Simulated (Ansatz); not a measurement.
A run of Ansatz 0.2.0:

Contents of input.yaml:

```yaml
crystal:
  lattice:
    - [2.4719999032, 0.0, 0.0]
    - [-1.2359999516, 2.1408147143, 0.0]
    - [0.0, 0.0, 4.02114408]
  atoms:
    - { symbol: Co, position: [0.6666666667, 0.3333333333, 0.75], spin: 3.0 }
    - { symbol: Co, position: [0.3333333333, 0.6666666667, 0.25], spin: 3.0 }
hamiltonian:
  xc: pbe
  pseudopotentials: { kind: paw }
magnetization:
  spin_polarized: true
  initial_magnetization: 6.0
  spin_locking: { lock_magnetization: hard }
kpoints:
  mp_grid: { grid: [10, 10, 6] }
scf:
  occupations: { method: fermi_dirac, width: 0.05 }
  lower_state_search: "off"
output:
  forces: true
  stress: true
  eigenvalues: true
```

Potentials or basis: Ansatz PAW.

The run is started by

```console
$ ansatz run input.yaml --threads 2 --pin off --max-ram 5632MiB --backend cpu --events-out ev --progress --plain --runs-dir out
```

Hardware: 2 threads of Arm Neoverse V1, on a shared host.

Q: Estimate the wall time of this run.

A: Run time: 2.1 s on 2 threads of Arm Neoverse V1 (shared host), peak memory 0.29 GiB. Counts: scf iterations 8, plane waves 391, k points 56, bands 24.
